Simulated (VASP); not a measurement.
Runs of VASP 6.6.1 on CoO. It takes space group I4/mmm (No. 139, tetragonal). The conventional cell has a = 3.016 Å, b = 3.016 Å, c = 4.215 Å, α = 90.00°, β = 90.00°, γ = 90.00°. Co (site symmetry 4/mmm) is surrounded by 6 O at 2.11 to 2.13 Å. O (site symmetry 4/mmm) has 6 Co at 2.11 to 2.13 Å as nearest neighbours. 

| spin | U | further INCAR settings | gap on the mesh (eV) | pressure (GPa) | moment (μB) |
| --- | --- | --- | --- | --- | --- |
| collinear, random start | Co d U = 3 eV | ALGO = Normal; EDIFF = 1e-06 | none | -16.5 | 3.00 |
| collinear, zero start | Co d U = 7 eV | ALGO = Normal; EDIFF = 1e-07 | none | -36.3 | 0.00 |
| collinear, random start | Co d U = 7 eV | ALGO = Fast; EDIFF = 1e-07 | none | -18.5 | 3.00 |
| collinear, ferromagnetic start | Co d U = 7 eV | ALGO = Normal; EDIFF = 1e-06 | none | (a) | 3.00 |
| collinear, ferromagnetic start | Co d U = 3 eV | ALGO = Normal; EDIFF = 1e-06 | none | -16.4 | 3.00 |

Alike in all rows: task single point; level LDA+U; potentials or basis VASP PAW LDA potentials, release 64 (Co, O); cell as given; k mesh 9 × 9 × 9; cutoff (eV) 520; smearing gaussian 0.05 eV.

**Question.** Fill in the values left out.

**Answer.** (a) -18.6.

Caveats: a cell with one magnetic atom can't hold antiferromagnetic order, which such compounds often take (some runs); a pressure of tens of GPa on the cell as given is suspect, and the run, the potentials or the cell itself is likely at fault (some runs).

A gap of «none» marks a metal or a gap under the smearing width.

Runs at the PBE level aren't shown here.
